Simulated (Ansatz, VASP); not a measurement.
One calculation of Ag, two programs

```
CELL_PARAMETERS angstrom
2.61195 0.00000 0.00000
0.00000 2.61195 0.00000
0.00000 0.00000 2.61195
ATOMIC_POSITIONS crystal
Ag 0.00000 0.00000 0.00000
```

Alike in both runs: task single point; functional PBEsol; k mesh 13 × 13 × 13; occupations fermi-dirac, width 0.1 eV; no spin polarisation.

|  | VASP | Ansatz |
| --- | --- | --- |
| version | VASP 6.6.1 | Ansatz 0.2.0 |
| potentials or method | VASP PAW PBE potentials, release 64 (Ag) | plane waves (420 eV) with PAW, scalar-relativistic |
| plane-wave cutoff (eV) | 520 | 420 |
| valence electrons in the cell | 11 | 19 |

Ansatz gave:

```
pressure (GPa) : 9.3
```

Estimate VASP's values.

pressure (GPa): 9.0.

The two sets of potentials don't hold the same shells in valence. Ansatz warned: «pseudo_functional_mismatch».

Caveats: the PAW data sets were made with another functional, which shifts forces and pressure a little (VASP).
